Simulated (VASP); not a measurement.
A run of VASP 6.6.1 is set up as follows.

File INCAR:

```
SYSTEM = Nd
  PREC = Accurate
  ENCUT = 500
  EDIFF = 1E-7
  ISMEAR = 0
  SIGMA = 0.02
  LREAL = .FALSE.
  LASPH = .TRUE.
  NELM = 100
  ALGO = Normal
  ISIF = 2
  LWAVE = .FALSE.
  LCHARG = .FALSE.
  ISPIN = 2
  MAGMOM = 3
  LORBIT = 11
  LMAXMIX = 6
  GGA = RP
  NBANDS = 17
```

The input KPOINTS:

```
regular mesh
0
G
  9 9 9
  0 0 0
```

File POSCAR:

```
Nd
3.6839
    0.000000000000      0.707109435870      0.707109435870
    0.707109435870      0.000000000000      0.707109435870
    0.707109435870      0.707109435870      0.000000000000
Nd
1
Direct
    0.0000000000      0.0000000000      0.0000000000
```

Potentials or basis: VASP PAW PBE potentials, release 64 (Nd).

The run is started by

```console
$ cat potpaw_PBE.64/Nd/POTCAR > POTCAR
$ mpirun -np 1 vasp_std > vasp.out
```

Problem. Predict the net moment.

Solution. 4.23 μB per cell.

Problem. Estimate the band gap on the k mesh.

Solution. None (metal or under the smearing width).

Problem. Predict the site moments.

Solution. Nd +3.39 μB.

Caveat: the magnetic or orbital state may not be the lowest; spin-orbit coupling is left out, which moves the levels of the heavy elements. The state reached can hang on the start; a lower one may exist.
